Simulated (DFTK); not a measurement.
BP:

```
P B
1.0
     0.00000    2.26900    2.26900
     2.26900    0.00000    2.26900
     2.26900    2.26900    0.00000
P B
1 1
Cartesian
  3.4035 3.4035 3.4035
  0.0000 0.0000 0.0000
```

Base run:

| Quantity | Value |
| --- | --- |
| Program | DFTK 0.8.2 |
| Functional | PBEsol |
| Potentials or basis | SG15 1.2 (PBE) |
| Cutoff | 1225 eV |
| k mesh | 10 × 10 × 10 |
| Occupations | fermi-dirac, width 0.05 eV |
| Spin | no spin polarisation |

Its results: band gap on the k mesh 1.13 eV, indirect (least direct gap 3.37 eV).

Problem. After a change of settings the same cell gave: band gap on the k mesh 1.47 eV, indirect (least direct gap 3.80 eV). Which change was it?
A. functional from PBEsol to AM05
B. functional from PBEsol to WC
C. functional from PBEsol to LDA
D. functional from PBEsol to BJ06

Solution. D.

Caveats: the program leaves the constant c of mgga_x_tb09 at 1, so the potential is Becke-Johnson's (BJ06) and not Tran and Blaha's, with levels but no total energy (some runs).

Runs at the PBE level aren't shown here.
